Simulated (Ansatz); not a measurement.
Zincblende CdTe (r2SCAN geometry), in Ansatz:

```
CELL_PARAMETERS angstrom
0.00000 3.27996 3.27996
3.27996 0.00000 3.27996
3.27996 3.27996 0.00000
ATOMIC_POSITIONS crystal
Cd 0.00000 0.00000 0.00000
Te 0.25000 0.25000 0.25000
```

G0W0@PBE with 386 empty bands, a screening cutoff of 180 eV and a 4×4×4 mesh (PAW, contour deformation) gives 1.200 eV over the mesh points, from a PBE gap of 0.650 eV; it sums over 404 bands with 387 plane waves in the screening and a wave cutoff of 420 eV. G0W0 values are finite-basis, finite-mesh values. Calculated for a static, non-magnetic cell.

Q: Estimate the gap with starting point PBE0.

A: 1.967 eV (+0.767 eV), from a Kohn-Sham gap of 2.163 eV.

Q: Estimate the gap with starting point r2SCAN.

A: 1.549 eV (+0.349 eV), from a Kohn-Sham gap of 1.152 eV.

Q: Estimate the gap with empty bands 750, screening cutoff 260 eV.

A: 1.188 eV (-0.012 eV), from a Kohn-Sham gap of 0.650 eV.

Q: Another run gave a Kohn-Sham gap of 0.647 eV and a G0W0 gap of 1.179 eV, summing over 404 bands with 387 plane waves in the screening and a wave cutoff of 1120 eV. What was changed?

A: Potentials of the kind norm-conserving. The wave cutoff gives it away.

Spin-orbit coupling is left out, which matters wherever the heavy atoms make up the band edges.

The program warns that the k mesh is coarse for exact exchange in some of these runs, so their gaps aren't converged.

With a shallow d shell on the cation, G0W0 converges slowly in bands and cutoff, so these values are in doubt.
